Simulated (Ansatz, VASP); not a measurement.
## Two plane-wave programs on MgS

```
Mg S
1.0
     3.59082    0.00000    0.00000
    -1.79541    3.10974    0.00000
     0.00000    0.00000    6.05228
Mg S
2 2
Cartesian
  0.0000 0.0000 0.0000
  0.0000 0.0000 3.0261
  0.0000 2.0732 1.5131
  1.7954 1.0366 4.5392
```

Alike in both runs: task single point; functional PBE; k mesh 6 × 6 × 4; no spin polarisation.

```csv
,VASP,Ansatz
version,VASP 6.6.1,Ansatz 0.2.0
potentials or method,"VASP PAW PBE potentials, release 64 (Mg, S)","plane waves, PAW"
plane-wave cutoff (eV),520,420
occupations,"gaussian, width 0.01 eV",fixed
valence electrons in the cell,16,32
```

|  | VASP | Ansatz | Ansatz less VASP |
| --- | --- | --- | --- |
| gap on the k mesh at the Fermi level (eV) | 3.48 | 3.49 | +0.007 |
| pressure (GPa) | 4.9 | 5.2 | +0.31 |
| largest component of the traceless stress (GPa) | 0.18 | 0.21 | +0.032 |

The two sets of potentials don't hold the same shells in valence.

A k mesh can miss the band edges.
